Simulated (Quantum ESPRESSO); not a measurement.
# Li2S under changes of volume

One of the cells (15.344 Å³/atom); the others are scaled copies at fixed shape and fractional positions:

```
CELL_PARAMETERS angstrom
0.00000 2.84450 2.84450
2.84450 0.00000 2.84450
2.84450 2.84450 0.00000
ATOMIC_POSITIONS crystal
S 0.00000 0.00000 0.00000
Li 0.75000 0.75000 0.75000
Li 0.25000 0.25000 0.25000
```

- Program: Quantum ESPRESSO 7.5
- Functional: LDA
- Potentials or basis: PseudoDojo 0.4.1 SR LDA standard
- Cutoff: 1007 eV
- Density cutoff: 4027 eV
- k mesh: 8 × 8 × 8
- Occupations: fermi-dirac, width 0.05 eV
- Spin: no spin polarisation

```csv
volume (Å³/atom),energy over the lowest point (meV/atom),pressure (GPa),gap on the mesh (eV)
14.423,0.00,-0.2,3.12
14.730,1.16,-1.1,3.14
15.037,3.99,-1.9,3.16
15.344,8.33,-2.6,3.17
15.650,?,?,?
15.957,20.95,-3.9,3.19
16.264,28.98,-4.5,3.20
```

Problem. What does the run at 15.650 Å³/atom give?

Solution. Energy over the lowest point 14.03 meV/atom; pressure -3.3 GPa; gap on the mesh 3.18 eV.

Worked out: A Birch-Murnaghan fit of order 3 (a polynomial in V^(-2/3)) to the other rows has its minimum at 14.38 Å³/atom, just outside them, with B0 = V·E''(V) = 46 GPa and B' = 3.9. It gives 14.02 meV/atom at 15.650 Å³/atom, against the run's 14.03, and -dE/dV = -3.3 GPa, against -3.3. A straight line through the other rows of the gap, of slope 0.642 eV per unit of ln V, gives 3.18 eV, against the run's 3.18.

Energies are extrapolated to zero smearing.

A mesh can miss the band edges.
